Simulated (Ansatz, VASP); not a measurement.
# CaO (Lime) in two plane-wave programs, part 2 of 2

Aim: how closely do two programs agree when they are given the same cell, functional and k mesh? The cell is taken from a series of VASP runs on this material, whose earlier steps may have relaxed, scaled or displaced it; both programs get it as it stands.

VASP 6.6.1 and Ansatz 0.2.0.

So far. Step 2 (VASP: band structure, PBE): The run ends at a pressure of 1.21 GPa.

**5. VASP: dielectric response, LDA**

Level of this step: LDA; plane waves and PAW (Ca_sv, O) (VASP).

The response to a field tests empty states and converges slowly with the mesh.

Contents of INCAR:

```
SYSTEM = CaO
PREC = Accurate
ENCUT = 460
EDIFF = 1E-08
NELM = 100
ISMEAR = 0
SIGMA = 0.01
LREAL = .FALSE.
ALGO = Normal
GGA = CA
NBANDS = 14
LORBIT = 11
LWAVE = .FALSE.
LCHARG = .FALSE.
KPAR = 4
LEPSILON = .TRUE.
```

Contents of POSCAR:

```
CaO
1.0
    0.0000000000      2.4065000000      2.4065000000
    2.4065000000      0.0000000000      2.4065000000
    2.4065000000      2.4065000000      0.0000000000
Ca O
1 1
Direct
    0.0000000000      0.0000000000      0.0000000000
    0.5000000000      0.5000000000      0.5000000000
```

Contents of KPOINTS:

```
Automatic mesh
0
Gamma
10 10 10
0 0 0
```

PAW data sets: Ca_sv and O (LDA family, release 64).

On the command line:

```console
$ mpirun -np 4 vasp_std
```

Numbers of over 12 decimals in the logs are rounded to 6 here.

The program printed:

```text
[banner, memory and clock lines left out]
running    4 mpi-ranks, on    1 nodes
[...]
LDA part: xc-table for (Slater(with rela. corr.)+CA(PZ))
 , standard interpolation
 POSCAR, INCAR and KPOINTS ok, starting setup
[...]
entering main loop
       N       E                     dE             d eps       ncg     rms          rms(c)
DAV:   1     0.115672154736E+03    0.11567E+03   -0.78171E+03  1316   0.106E+03
DAV:   2    -0.108877835245E+02   -0.12656E+03   -0.11845E+03  1654   0.289E+02
DAV:   3    -0.157405115653E+02   -0.48527E+01   -0.48232E+01  1516   0.600E+01
DAV:   4    -0.158873452958E+02   -0.14683E+00   -0.14675E+00  1866   0.895E+00
[...]
DAV:  12    -0.141913481189E+02   -0.13986E-06   -0.43464E-06  1472   0.213E-02    0.386E-03
DAV:  13    -0.141913480086E+02    0.11031E-06   -0.13798E-07  1716   0.383E-03    0.703E-04
DAV:  14    -0.141913480022E+02    0.64119E-08   -0.15274E-08  1330   0.158E-03
   1 F= -.14191348E+02 E0= -.14191348E+02  d E =-.115559E-34
[...]
RMM:  13    -0.233248566622E+00   -0.74330E-06   -0.18525E-06  6811   0.825E-04    0.169E-04
RMM:  14    -0.233248591594E+00   -0.24972E-07   -0.69549E-07  6577   0.406E-04    0.879E-06
 change of polarisation eV/A/(eV/A) component  2 :     0.039     0.438     0.001
 dielectric tensor                  component  2 :     0.255     3.845     0.004
 Linear response to external field, progress :
  Direction:   3
       N       E                     dE             d eps       ncg     rms          rms(c)
RMM:   1    -0.219525305383E+00   -0.21953E+00   -0.63711E-01  6219   0.411E+00
RMM:   2    -0.231474259760E+00   -0.11949E-01   -0.40257E-02  5306   0.959E-01    0.763E-01
RMM:   3    -0.223881937404E+00    0.75923E-02   -0.15485E-02  5157   0.871E-01    0.393E-01
RMM:   4    -0.228983215625E+00   -0.51013E-02   -0.75949E-03  5563   0.689E-01    0.104E-01
[...]
RMM:  14    -0.233248545321E+00   -0.16730E-06   -0.13775E-06  6498   0.405E-04    0.122E-05
RMM:  15    -0.233248633237E+00   -0.87916E-07   -0.82841E-07  5973   0.200E-04    0.179E-05
RMM:  16    -0.233248566958E+00    0.66280E-07   -0.37119E-07  4671   0.100E-04    0.558E-06
 change of polarisation eV/A/(eV/A) component  3 :     0.006     0.031     0.438
 dielectric tensor                  component  3 :     0.040     0.199     3.845
 Born effective charges drift removed
```

OUTCAR, selected parts (step 5):

```text
  Total       -1.2491769     -1.2491769     -1.2491769      0.0000000      0.0000000      0.0000000
  in kB      -71.8037164    -71.8037164    -71.8037164      0.0000000      0.0000000      0.0000000
  external PRESSURE =     -71.8037164 kB  Pullay stress =       0.0000000 kB

 POSITION                                       TOTAL-FORCE (eV/Angst)
 -----------------------------------------------------------------------------------
      0.00000      0.00000      0.00000         0.000000      0.000000      0.000000
      2.40650      2.40650      2.40650        -0.000000     -0.000000     -0.000000
 -----------------------------------------------------------------------------------
    total drift:                                0.000000     -0.000000     -0.000000

 MACROSCOPIC STATIC DIELECTRIC TENSOR (including local field effects in DFT)
 ------------------------------------------------------
           3.845150    -0.000000     0.000000
          -0.000000     3.845150    -0.000000
          -0.000000    -0.000000     3.845150
 ------------------------------------------------------

[... 1 part as in an earlier step ...]

[... 1 further part left out ...]
```

**6. Ansatz: dielectric response, LDA**

The same cell, functional (in two slightly different forms) and mesh now go to Ansatz, which takes its cutoff from its data sets.

The cell is taken from a series of VASP runs on this material, whose earlier steps may have relaxed, scaled or displaced it; both programs get it as it stands.

Contents of input.yaml:

```yaml
crystal:
  lattice:
    - [0.0, 2.4065, 2.4065]
    - [2.4065, 0.0, 2.4065]
    - [2.4065, 2.4065, 0.0]
  atoms:
    - { symbol: Ca, position: [0.0, 0.0, 0.0] }
    - { symbol: O, position: [0.5, 0.5, 0.5] }
hamiltonian:
  xc: lda
  pseudopotentials: { kind: paw }
kpoints:
  mp_grid: { grid: [10, 10, 10] }
scf:
  occupations: { method: fixed }
dielectric:
  method: response
```

On the command line:

```console
$ ansatz run input.yaml --threads 2 --pin off --max-ram 4608MiB --backend cpu --events-out ev --progress --plain --runs-dir out
```

The program printed:

```text
[...]
Crystal: 2 atoms, lattice volume = 27.873 Å³
Basis set: ecut = 420 eV, 537 PW (Γ), exchange–correlation on 48×48×48 points (8 copies of the dense FFT grid, shifted against one another)
Bands: 12, of which v1, the nominal top of the filled ones, is band 8 counted from 1 (7 counted from 0)
Symmetry: 48 space group operations
k-points: 102 of 1000 (irreducible under 8 space group operations, time reversal used)
[...]
Born effective charges Z* (e; rows j = field, columns β = displacement):
    site 0:
         2.35070    0.00000    0.00000
         0.00000    2.35070   -0.00000
         0.00000    0.00000    2.35070
    site 1:
        -2.35070   -0.00000   -0.00000
         0.00000   -2.35070    0.00000
         0.00000   -0.00000   -2.35070
  Z* charge neutrality: 1.651e-5 e pre-enforcement
  k-mesh period / interband length: 34.0 Å / 1.43 Å = 23.75 at k = (0.0000, 0.0000, 0.0000), direct gap 4.532 eV — 14 or more, which is no proof of convergence
[key lines of the parts left out:]
SCF converged after 8 iterations
Free energy (F): -2331.595996 eV
Fermi energy:    7.239627 eV
```

Run time: 7.8 s. Hardware: 2 threads of Arm Neoverse N1, shared host; peak memory 0.34 GiB.

**7. Comparison**

What differs besides the data sets and the points named for the pairs above, as far as they apply: the two LDA forms differ slightly; VASP's log shows a relativistic correction to its local exchange, Ansatz's none. Total energies have different zeros and are not compared.

Compared:

```
                                     quantity  Ansatz   VASP  difference
                                        ε∞ xx    3.85   3.85     +0.00 %
                                        ε∞ yy    3.85   3.85     +0.00 %
                                        ε∞ zz    3.85   3.85     +0.00 %
Born charge of Ca1 (mean of the diagonal) (e)    2.35   2.35        0.00
 Born charge of O2 (mean of the diagonal) (e)   -2.35  -2.35        0.00
```

**8. VASP: single point, LDA**

With cell and atoms fixed, the geometry can't cause a difference; cores, projectors, grids and the points listed under the comparison can.

Contents of INCAR:

```
SYSTEM = CaO
PREC = Accurate
ENCUT = 440
EDIFF = 1E-08
NELM = 100
ISMEAR = 0
SIGMA = 0.01
LREAL = .FALSE.
ALGO = Normal
GGA = CA
NBANDS = 14
LORBIT = 11
LWAVE = .TRUE.
LCHARG = .FALSE.
KPAR = 4
```

POSCAR is that of step 5.

Contents of KPOINTS:

```
Automatic mesh
0
Gamma
4 4 4
0 0 0
```

The projector-augmented-wave data sets are Ca_sv_GW and O_GW (LDA family, release 64).

On the command line:

```console
$ mpirun -np 4 vasp_std
```

The program printed:

```text
[... set-up lines as in an earlier step ...]
 entering main loop
       N       E                     dE             d eps       ncg     rms          rms(c)
DAV:   1     0.174988788412E+03    0.17499E+03   -0.70233E+03   224   0.109E+03
DAV:   2    -0.778624249902E+01   -0.18278E+03   -0.16160E+03   308   0.465E+02
DAV:   3    -0.227422179007E+02   -0.14956E+02   -0.14559E+02   372   0.144E+02
DAV:   4    -0.230583101187E+02   -0.31609E+00   -0.31578E+00   318   0.193E+01
[...]
DAV:  15    -0.191139008529E+02    0.76925E-07   -0.45147E-07   372   0.106E-02    0.812E-03
DAV:  16    -0.191139008211E+02    0.31814E-07   -0.73806E-08   330   0.307E-03    0.297E-04
DAV:  17    -0.191139008219E+02   -0.81468E-09   -0.29600E-09   130   0.712E-04
   1 F= -.19113901E+02 E0= -.19113901E+02  d E =-.395946E-11
 writing wavefunctions
```

OUTCAR, selected parts (step 8):

```text
  Total       -1.7446401     -1.7446401     -1.7446401      0.0000000      0.0000000      0.0000000
  in kB     -100.2833497   -100.2833497   -100.2833497      0.0000000      0.0000000      0.0000000
  external PRESSURE =    -100.2833497 kB  Pullay stress =       0.0000000 kB

  FREE ENERGIE OF THE ION-ELECTRON SYSTEM (eV)
  ---------------------------------------------------
  free  energy   TOTEN  =       -19.1139008219 eV

  energy  without entropy=      -19.1139008219  energy(sigma->0) =      -19.11390082

[... 1 part as in an earlier step ...]

[... 3 further parts left out ...]
[key lines of the parts left out:]
E-fermi :   4.2317
```

The run ends at a pressure of -10.03 GPa.

**9. Ansatz: single point, LDA**

The same cell, functional (in two slightly different forms), mesh and smearing now go to Ansatz, which takes its cutoff from its data sets.

The cell is taken from a series of VASP runs on this material, whose earlier steps may have relaxed, scaled or displaced it; both programs get it as it stands.

input.yaml, the sections that differ from step 6:

```yaml
kpoints:
  mp_grid: { grid: [4, 4, 4] }
scf:
  occupations: { method: gaussian, width: 0.01 }
  n_extra_bands: 4
output:
  forces: true
  stress: true
  eigenvalues: true
# crystal, hamiltonian: as in step 6
# dielectric: removed
```

On the command line:

```console
$ ansatz run input.yaml --threads 2 --pin off --max-ram 4608MiB --backend cpu --events-out ev --progress --plain --runs-dir out
```

The program printed:

```text
[...]
Crystal: 2 atoms, lattice volume = 27.873 Å³
Basis set: ecut = 420 eV, 537 PW (Γ)
Bands: 12, of which v1, the nominal top of the filled ones, is band 8 counted from 1 (7 counted from 0)
Symmetry: 48 space group operations
[...]
k-points: 8 of 64
[...]
--- Band table (eV; the first three rows and the last of 8) ---
  k-point 0: bands = [... 4 lower, -7.9534, 7.2474, 7.2474, 7.2474, 11.7734, 13.3563, 13.3563, 13.3563]
  k-point 1: bands = [... 4 lower, -7.2708, 5.6790, 6.5807, 6.5807, 13.3642, 13.9245, 14.3279, 14.3279]
  k-point 2: bands = [... 4 lower, -6.7330, 4.5571, 6.0370, 6.0370, 14.1880, 15.5210, 15.5283, 15.5283]
  k-point 7: bands = [... 4 lower, -7.3103, 5.9463, 6.1723, 6.1723, 13.4338, 13.4338, 15.5877, 16.7554]
[key lines of the parts left out:]
SCF converged after 7 iterations
Free energy (F): -2331.590758 eV
Fermi energy:    8.987279 eV
P = ⅓ Tr σ = -7.3392 GPa (-73.392 kbar)
```

Run time: 0.55 s. Hardware: 2 threads; peak memory 0.24 GiB; 0.74 s of CPU time.

The run ends at a pressure of -7.34 GPa.

**10. Differences**

What differs besides the data sets and the points named for the pairs above, as far as they apply: the cutoff is 420 eV in Ansatz and 440 eV in VASP. Total energies have different zeros and are not compared.

Compared:

```
              quantity  Ansatz   VASP  difference
gap on the k mesh (eV)   3.480  3.472      +0.008
```

Not compared: the pressure (VASP's GW data sets at this cutoff don't carry it). A gap on the mesh is an upper bound, since the band edges may lie between its points.

**11. Other set-ups**

Further runs change the set-up of one program: Ansatz's method, potentials or start, or VASP's data sets, cutoff or form of LDA. The table gives Ansatz less VASP for each quantity, since a change that brings one quantity closer may part another.

```
                                        run  gap on the k mesh (eV)
                                   as above                  0.0078
                       cores kept as stored                  0.0050
    Ansatz's larger PAW set (cutoff 900 eV)                  0.0049
norm-conserving potentials (cutoff 1143 eV)                   0.013
```

**12. Outcome**

| Item | Value |
| --- | --- |
| difference in gap over the path points (band structure, PBE) | 0.018 eV |
| difference in ε∞ xx (dielectric response, LDA) | -0.0039 % |
| difference in gap on the k mesh (single point, LDA) | 0.0078 eV |

In words: The difference in gap over the path points is 0.018 eV (band structure, PBE), within the 0.08 eV picked in this series as the mark of a large difference. VASP's data sets differ among the pairs, so a change from pair to pair isn't the functional's or the coupling's alone. Single point, LDA, cores kept as stored: the difference in gap on the k mesh goes from 0.0078 to 0.0050 eV. Single point, LDA, Ansatz's larger PAW set (cutoff 900 eV): the difference in gap on the k mesh goes from 0.0078 to 0.0049 eV. Single point, LDA, norm-conserving potentials (cutoff 1143 eV): the difference in gap on the k mesh goes from 0.0078 to 0.013 eV. 2 further runs of this series are not shown here. Such differences can come from data sets, numerical settings and the points named under the comparisons, not from the functional's error against experiment.

[Lines on the potential files, build, host, timing and source positions are cut from VASP's logs without a mark.]

[Logs are printed without paths, hosts, clocks, repeated set-up lines and the standing remarks that a program may print on its own settings, such as how far it seeks lower states.]

[Hosts, paths, dates, database ids (printed as entryN), source tags and the programs' standing remarks are cut or masked in the printed files.]
